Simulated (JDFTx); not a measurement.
**Si2W: single point with PBE+U**

Si2W:

```
CELL_PARAMETERS angstrom
-1.60690 1.60690 3.91495
1.60690 -1.60690 3.91495
1.60690 1.60690 -3.91495
ATOMIC_POSITIONS crystal
W 0.00000 0.00000 0.00000
Si 0.66530 0.66530 0.00000
Si 0.33470 0.33470 0.00000
```

```yaml
Program: JDFTx 1.7.0 (patched build)
Task: single point
Functional: PBE
Potentials_or_basis: PseudoDojo-SR-PBE-0.5-standard with smoothed tails
Cutoff: 1007 eV
Density_cutoff: 8055 eV
k_mesh: 8 × 8 × 8
Occupations: fermi-dirac, width 0.05 eV
Spin: no spin polarisation
Hubbard_terms: W d U = 4 eV
```

```json
{
  "Pressure": "-4.3 GPa",
  "Largest force": "0.348 eV/Å",
  "Band gap on the k mesh": "none (metal or under the smearing width)"
}
```

Forces in eV/Å, atoms in the order of the input:
```
W    0.000  0.000  0.000
Si   0.000  0.000 -0.348
Si   0.000  0.000  0.348
```

Stress tensor (GPa, compression positive):
```
-3.87  0.00  0.00
 0.00 -3.87  0.00
 0.00  0.00 -5.17
```

Levels at points of the mesh, in eV from the Fermi level:
```
           k point  band 9  band 10  band 11  band 12  band 13  band 14
(0.00, 0.00, 0.00)   -3.14    -3.14     0.47     2.99     3.17     3.40
(0.00, 0.00, 0.50)   -5.09    -3.77    -1.38     3.09     3.46     3.47
(0.00, 0.50, 0.00)   -3.18    -2.96    -0.68     2.99     3.15     4.20
(0.50, 0.50, 0.50)   -0.75    -0.75    -0.61    -0.61     0.66     4.77
```

Eigenvalues of the final occupation matrices:
| site | spin | trace | eigenvalues |
| --- | --- | --- | --- |
| atom 1 W | 1 | 3.70 | 0.62 0.70 0.79 0.79 0.80 |

Run time: 3.2 min on 1 thread of Intel(R) Xeon(R) Platinum 8488C (Sapphire Rapids), on a shared host, peak memory 0.29 GiB.

Caveat: the k mesh is coarse; the empty levels aren't tightly converged; U without spin polarisation on a metal has little footing; the U is typed as a test and isn't derived for this compound. Spin-orbit coupling is left out, which matters for the levels of W.
